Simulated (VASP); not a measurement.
Crystal: MnAs.

```
Mn As
1.0
     0.00000    2.83118    2.83118
     2.83118    0.00000    2.83118
     2.83118    2.83118    0.00000
Mn As
1 1
Direct
  0.00000 0.00000 0.00000
  0.25000 0.25000 0.25000
```

The cell was built by a generator and needn't be a form met in nature.

Base run:

| Quantity | Value |
| --- | --- |
| Program | VASP 6.6.1 |
| Functional | TB-mBJ |
| Potentials or basis | VASP PAW PBE potentials, release 64 (Mn_pv, As) |
| Cutoff | 520 eV |
| k mesh | 12 × 12 × 12 |
| Occupations | gaussian, width 0.03 eV |
| Spin | collinear spin, ferromagnetic start |
| Starting moments | [4.0, 0.0] μB |

Its results: net moment 4.00 μB per cell; site moments Mn +3.99; As -0.21 μB.

The run is repeated on the same cell with these changes: functional from TB-mBJ to PBE. What comes out?

Net moment 3.71 μB per cell; site moments Mn +3.65; As -0.16 μB.

Caveats: a cell with one magnetic atom can't hold antiferromagnetic order, which such compounds often take.
